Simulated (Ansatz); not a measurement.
Theory: Ansatz, DFT, RPBE, plane waves (420 eV) with PAW, scalar-relativistic. The PAW files were generated under PBE, with cores re-solved for the functional.

An element in the hcp structure gives this curve. The cell is scaled uniformly from the relaxed one, with fractional coordinates and shape fixed. Energies are extrapolated to zero smearing, pressures are those at the given smearing. Magnetic state: spin not included.

```csv
V (Å³/atom),E − E₀ (meV/atom),P (GPa)
29.207,58.5,5.77
30.535,22.0,3.29
31.863,3.9,1.34
33.190,0.2,-0.19
34.518,7.9,-1.39
35.845,24.4,-2.33
37.173,47.6,-3.06
```

Task: Which element is it?
A. holmium
B. lutetium
C. gadolinium
D. lead

Result: D. Its fit is V₀ = 32.91 Å³/atom, B₀ = 35 GPa, B₀′ = 5.1.
